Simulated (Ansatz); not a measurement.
**Ni (bcc): energy against volume**

Method: Ansatz, DFT, RPBE, plane waves (420 eV) with PAW, scalar-relativistic. (PAW data from PBE, frozen cores regenerated.)

The cell is scaled uniformly from the relaxed one, with fractional coordinates and shape fixed. Energies are extrapolated to zero smearing, pressures are those at the given smearing. Magnetic state: ferromagnetic.

A Birch-Murnaghan fit gives V₀ = 11.31 Å³/atom, B₀ = 175 GPa, B₀′ = 4.9.

Task: What are the energy above the minimum and the pressure at 10.407 Å³/atom?

Result: 46.7 meV/atom and 17.96 GPa as computed.

Task: What are the energy above the minimum and the pressure at 10.859 Å³/atom?

Result: 10.8 meV/atom and 8.00 GPa as computed.

Task: What are the energy above the minimum and the pressure at 11.764 Å³/atom?

Result: 9.1 meV/atom and -6.09 GPa as computed.
